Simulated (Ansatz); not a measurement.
## hcp against fcc along group 14

Method: DFT, LDA (PW92), plane waves (420 eV) with PAW, scalar-relativistic (Ansatz). (PAW data from PBE, frozen cores regenerated.)

Each structure is relaxed within its symmetry, in the lowest magnetic state of the tried starts. Differences under about 8 meV lie within the error of the k-point mesh.

```json
{"element": "Si", "E(hcp) − E(fcc) (meV/atom)": "-31", "V(hcp) (Å³/atom)": "13.83", "V(fcc) (Å³/atom)": "13.88", "state of hcp": "spin not included", "state of fcc": "spin not included"}
{"element": "Ge", "E(hcp) − E(fcc) (meV/atom)": "1", "V(hcp) (Å³/atom)": "17.95", "V(fcc) (Å³/atom)": "18.11", "state of hcp": "spin not included", "state of fcc": "spin not included"}
{"element": "Sn", "E(hcp) − E(fcc) (meV/atom)": "-4", "V(hcp) (Å³/atom)": "25.57", "V(fcc) (Å³/atom)": "25.87", "state of hcp": "spin not included", "state of fcc": "spin not included"}
{"element": "Pb", "E(hcp) − E(fcc) (meV/atom)": "11", "V(hcp) (Å³/atom)": "28.86", "V(fcc) (Å³/atom)": "28.97", "state of hcp": "spin not included", "state of fcc": "spin not included"}
```
